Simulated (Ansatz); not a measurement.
Input of an Ansatz 0.2.0 run:

The input input.yaml:

```yaml
crystal:
  lattice:
    - [2.9003720726, 0.0, 0.0]
    - [-1.4501860363, 2.5117958953, 0.0]
    - [0.0, 0.0, 5.166274]
  atoms:
    - { symbol: Ta, position: [0.3333333333, 0.6666666667, 0.25] }
    - { symbol: Ta, position: [0.6666666667, 0.3333333333, 0.75] }
kpoints:
  mp_grid: { grid: [11, 11, 5] }
  band_path:
    path:
      - [0.0, 0.0, 0.0]
      - [0.5, 0.0, 0.0]
      - [0.3333333333, 0.3333333333, 0.0]
      - [0.0, 0.0, 0.0]
      - [0.0, 0.0, 0.5]
      - [0.5, 0.0, 0.5]
      - [0.3333333333, 0.3333333333, 0.5]
      - [0.0, 0.0, 0.5]
    npoints: 6
scf:
  occupations: { method: fermi_dirac, width: 0.05 }
hamiltonian:
  xc: lda
  pseudopotentials: { kind: all_electron, lapw: { basis_error: 0.001 } }
output:
  forces: true
  stress: true
  eigenvalues: true
```

Potentials or basis: all-electron LAPW, scalar-relativistic.

Command:

```bash
$ ansatz run input.yaml --threads 1 --pin off --max-ram 3072MiB --backend cpu --events-out ev --progress --plain --runs-dir out
```

(1) What does it give for the band gap along the path?

(2) Predict the pressure.

Answers

(1) none (metal or under the smearing width).

(2) -12.0 GPa.

Caveat: spin-orbit coupling is left out, which moves the levels of the heavy elements.
